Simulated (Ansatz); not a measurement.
All numbers below come from Ansatz 0.2.0, DFT PBE, scalar-relativistic, plane waves, PAW. Settings: cutoff 420 eV, Γ-centred meshes spaced at most about 0.3 Å⁻¹, and about 0.25 Å⁻¹ or finer for metals (2π included), Gaussian smearing. No spin polarisation.

All energies are static (0 K, no zero-point motion).

Problem. Which of these relaxed structures of Si₂W₃ is the lowest in energy?
A.

```cif
data_structure
_symmetry_space_group_name_H-M 'R-3m:H'
_symmetry_Int_Tables_number 166
_cell_length_a 2.8302
_cell_length_b 2.8302
_cell_length_c 32.5529
_cell_angle_alpha 90.000
_cell_angle_beta 90.000
_cell_angle_gamma 120.000
_cell_volume 225.81
loop_
_atom_site_label
_atom_site_type_symbol
_atom_site_symmetry_multiplicity
_atom_site_Wyckoff_symbol
_atom_site_fract_x
_atom_site_fract_y
_atom_site_fract_z
_atom_site_occupancy
Si1 Si 6 c 0.33333 0.66667 0.06623 1
W1 W 3 a 0.00000 0.00000 0.00000 1
W2 W 6 c 0.00000 0.00000 0.20295 1
```

B.

```cif
data_structure
_symmetry_space_group_name_H-M 'P4/mbm'
_symmetry_Int_Tables_number 127
_cell_length_a 6.6237
_cell_length_b 6.6237
_cell_length_c 3.3180
_cell_angle_alpha 90.000
_cell_angle_beta 90.000
_cell_angle_gamma 90.000
_cell_volume 145.57
loop_
_atom_site_label
_atom_site_type_symbol
_atom_site_symmetry_multiplicity
_atom_site_Wyckoff_symbol
_atom_site_fract_x
_atom_site_fract_y
_atom_site_fract_z
_atom_site_occupancy
Si1 Si 4 g 0.63421 0.13421 0.00000 1
W1 W 2 a 0.00000 0.00000 0.00000 1
W2 W 4 h 0.15972 0.65972 0.50000 1
```

Solution. B. The other, A, lies 212 meV/atom higher. Forms: B P4/mbm; A R-3m. Counting Si atoms around W (those within 1.25 times the shortest such distance or 1.15 times the sum of covalent radii; a slash parts the counts of unlike sites): B has W 4/6; A has W 3/6. B holds Si–Si pairs (shortest 2.51 Å); in A the shortest Si–Si distance is 2.83 Å, near bonding range too. Origin: A, invented; B, reached from a Materials Project cell.

Spin–orbit coupling, which can matter for W, is left out. Cells relaxed within their symmetry can be saddle points. Some types were kept out of the candidates beforehand, so the set may lack a known form.
